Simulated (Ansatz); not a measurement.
The system is Ta.

```
CELL_PARAMETERS angstrom
-1.65128 1.65128 1.65128
1.65128 -1.65128 1.65128
1.65128 1.65128 -1.65128
ATOMIC_POSITIONS crystal
Ta 0.00000 0.00000 0.00000
```

Program: Ansatz 0.2.0. Alike in all runs: potentials or basis all-electron LAPW, scalar-relativistic; no spin polarisation; cell as given; k mesh 11 × 11 × 11; cutoff (eV) 262; basis error allowed 0.001 eV/atom.

Task: Order these runs on this cell by their pressure, lowest first.
A. level PBEsol; smearing fermi-dirac 0.05 eV
B. level PBE; smearing gaussian 0.016 eV
C. level BLYP; smearing fermi-dirac 0.05 eV
D. level LDA; smearing gaussian 0.05 eV

Result: D (-9.6 GPa), A (-4.4 GPa), B (2.1 GPa), C (8.7 GPa).
